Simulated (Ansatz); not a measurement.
The system is CuO.

```xyz
8
Lattice="-2.3418 1.7113 0.0000 0.8500 0.0000 -5.0579 -2.3418 -5.1339 0.0000" Properties=species:S:1:pos:R:3 pbc="T T T"
Cu   -1.1500   -0.8247   -0.0030
Cu   -3.4919   -2.5360   -0.0030
Cu   -3.0669   -0.8247   -2.5320
Cu   -3.0669   -4.2473   -2.5320
O    -1.6834   -0.2483   -3.7964
O    -1.6834   -3.6709   -3.7964
O    -2.1084    0.3103   -1.2675
O    -2.2756   -3.3602   -1.2432
```

Program: Ansatz 0.2.0. Alike in all runs: task band structure; potentials or basis Ansatz PAW; no spin polarisation; cell as given; k mesh 9 × 5 × 5; smearing fermi-dirac 0.05 eV.

**Question.** Order these runs on this cell by their pressure, lowest first.
A. level r2SCAN; cutoff (eV) 500
B. level LDA+U; U Cu d U = 4.5 eV; cutoff (eV) 420; hubbard projectors ortho-atomic (the default); double counting fll (the default)
C. level LDA; cutoff (eV) 420
D. level r2SCAN+U; U Cu d U = 4.5 eV; cutoff (eV) 500; hubbard projectors ortho-atomic (the default); double counting fll (the default)

**Answer.** C (-6.5 GPa), B (-4.3 GPa), A (1.9 GPa), D (3.9 GPa).

Caveats: the run has no spin polarisation, though such a crystal can be magnetic; the PAW data sets come from PBE, with cores solved anew for the run's functional, which leaves a small shift of forces and pressure; U without spin polarisation on a metal has little footing (some runs).

Not every run made on this cell is shown here.
